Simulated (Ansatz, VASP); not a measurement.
## One calculation of AgCl, two programs

File INCAR:

```
PREC = Accurate
ENCUT = 520
EDIFF = 1E-6
ISMEAR = 0
SIGMA = 0.05
LREAL = False
LASPH = True
NELM = 80
ALGO = Normal
ISIF = 2
LWAVE = False
LCHARG = False
GGA = PE
NBANDS = 16
```

Contents of KPOINTS:

```
regular mesh
0
Gamma
  8 8 8
```

The input POSCAR:

```
AgCl
1.0
    0.0000000000      2.8060228508      2.8060228508
    2.8060228508      0.0000000000      2.8060228508
    2.8060228508      2.8060228508      0.0000000000
Ag Cl
1 1
Direct
    0.4850320454      0.5149679546      0.5299359093
    0.0455448893     -0.0455448893     -0.0910897785
```

Input for Ansatz:

```yaml
crystal:
  lattice:
    - [0.0, 2.8060228508, 2.8060228508]
    - [2.8060228508, 0.0, 2.8060228508]
    - [2.8060228508, 2.8060228508, 0.0]
  atoms:
    - { symbol: Ag, position: [0.4850320454, 0.5149679546, 0.5299359093] }
    - { symbol: Cl, position: [0.0455448893, -0.0455448893, -0.0910897785] }
basis:
  ecutwfc: 420
kpoints:
  mp_grid: { grid: [8, 8, 8] }
hamiltonian:
  xc: pbe
scf:
  occupations: { method: gaussian, width: 0.05 }
output:
  forces: true
  stress: true
  eigenvalues: true
```

Change from the starting cell: mode 4 frozen in at -0.383 Å and mode 5 at -0.128 Å (largest displacements).

Alike in both runs: task single point; functional PBE; k mesh 8 × 8 × 8; occupations gaussian, width 0.05 eV; no spin polarisation.

```csv
,VASP,Ansatz
version,VASP 6.6.1,Ansatz 0.2.0
potentials or method,"VASP PAW PBE potentials, release 64 (Ag, Cl)","scalar-relativistic, plane waves, PAW"
plane-wave cutoff (eV),520,420
valence electrons in the cell,18,26
```

VASP gave:

| Item | Value |
| --- | --- |
| gap on the k mesh at the Fermi level (eV) | 1.01 |
| least direct gap on the mesh (eV) | 1.65 |
| pressure (GPa) | 5.0 |
| largest component of the traceless stress (GPa) | 8.63 |
| rms of the force components (eV/Å) | 0.873 |

Question: What did Ansatz give for the same quantities?

Answer: gap on the k mesh at the Fermi level (eV): 1.02; least direct gap on the mesh (eV): 1.65; pressure (GPa): 5.2; largest component of the traceless stress (GPa): 8.68; rms of the force components (eV/Å): 0.880.

Atom by atom the forces differ by 0.007 eV/Å (rms over components). The two sets of potentials don't hold the same shells in valence.

Caveats: forces of over 1 eV/Å show positions far from the minimum, so gaps and moduli don't describe the material at rest. A k mesh can miss the band edges.
